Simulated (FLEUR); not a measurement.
BaTiO3: band structure with LDA

The system is BaTiO3.

```
Ba Ti O
1.0
     4.00600    0.00000    0.00000
     0.00000    4.00600    0.00000
     0.00000    0.00000    4.00600
Ba Ti O
1 1 3
Direct
  0.50000 0.50000 0.50000
  0.00000 0.00000 0.00000
  0.00000 0.00000 0.50000
  0.00000 0.50000 0.00000
  0.50000 0.00000 0.00000
```

| Item | Value |
| --- | --- |
| Program | FLEUR MaX-R8.1 (later development tree) |
| Task | band structure |
| Functional | LDA |
| Potentials or basis | all-electron |
| Basis | FLAPW |
| Kmax | 4.92 1/bohr |
| k mesh | 7 × 7 × 7 |
| Occupations | fermi-dirac, width 0.05 eV |
| Spin | no spin polarisation |
| Gmax | 15.3 1/bohr |
| Muffin-tin radii | Ba 2.66, Ti 1.99, O 1.52 bohr |
| lmax | Ba 10, Ti 8, O 8 |
| lnonsphr | Ba 10, Ti 8, O 8 |
| Local orbitals a species | Ba 6, Ti 5, O 3 |
| Max iterations | 60 |
| Mixing factor | 0.05 |
| Mixer | Anderson |
| Mixer history | 15 |
| Density convergence | 1e-05 me/bohr^3 |

The band gap on the k mesh is 1.78 eV, indirect (least direct gap 1.82 eV) and the band gap along the path is 1.71 eV, indirect (least direct gap 1.82 eV). The valence electrons inside the program's atomic spheres are Ba 17.48; Ti 9.37; O 4.88 (radii Ba 2.66, Ti 1.99, O 1.52 bohr).

Levels at the corners of the path, in eV from the valence-band top:
| point | band 21 | band 22 | band 23 | band 24 | band 25 | band 26 | band 27 | band 28 | band 29 | band 30 |
| --- | --- | --- | --- | --- | --- | --- | --- | --- | --- | --- |
| Γ | -1.13 | -1.13 | -0.11 | -0.11 | -0.11 | 1.71 | 1.71 | 1.71 | 3.98 | 3.98 |
| X | -1.90 | -1.84 | -1.84 | -0.68 | -0.68 | 1.85 | 3.49 | 3.49 | 3.99 | 5.98 |
| M | -2.69 | -1.71 | -0.84 | -0.84 | -0.05 | 3.51 | 3.51 | 3.92 | 4.83 | 7.73 |
| Γ | -1.13 | -1.13 | -0.11 | -0.11 | -0.11 | 1.71 | 1.71 | 1.71 | 3.98 | 3.98 |
| R | -2.35 | -2.35 | 0.00 | 0.00 | 0.00 | 4.17 | 4.17 | 4.17 | 6.77 | 6.77 |
| X | -1.90 | -1.84 | -1.84 | -0.68 | -0.68 | 1.85 | 3.49 | 3.49 | 3.99 | 5.98 |
| M | -2.69 | -1.71 | -0.84 | -0.84 | -0.05 | 3.51 | 3.51 | 3.92 | 4.83 | 7.73 |
| R | -2.35 | -2.35 | 0.00 | 0.00 | 0.00 | 4.17 | 4.17 | 4.17 | 6.77 | 6.77 |

Core levels (eV from the Fermi level):
```tsv
atom	levels
1 Ba	1s1/2 -37181.2, 2s1/2 -5867.7, 2p1/2 -5529.2, 2p3/2 -5147.9, 3s1/2 -1230.5, 3p1/2 -1088.2, 3p3/2 -1014.5, 4s1/2 -233.3, 3d3/2 -763.9, 3d5/2 -748.1, 4p1/2 -181.6, 4p3/2 -166.1
2 Ti	1s1/2 -4848.9, 2s1/2 -529.6, 2p1/2 -441.9, 2p3/2 -436.2
3 O	1s1/2 -499.9
4 O	1s1/2 -499.9
5 O	1s1/2 -499.9
```

Run time: 120 s on 4 MPI ranks on Intel(R) Xeon(R) Processor @ 2.50GHz (Skylake/Cascade Lake) (shared host).

Caveat: spin-orbit coupling is left out, which moves the levels of the heavy elements. A hybrid or GW would open this gap; LDA tends to underestimate it.
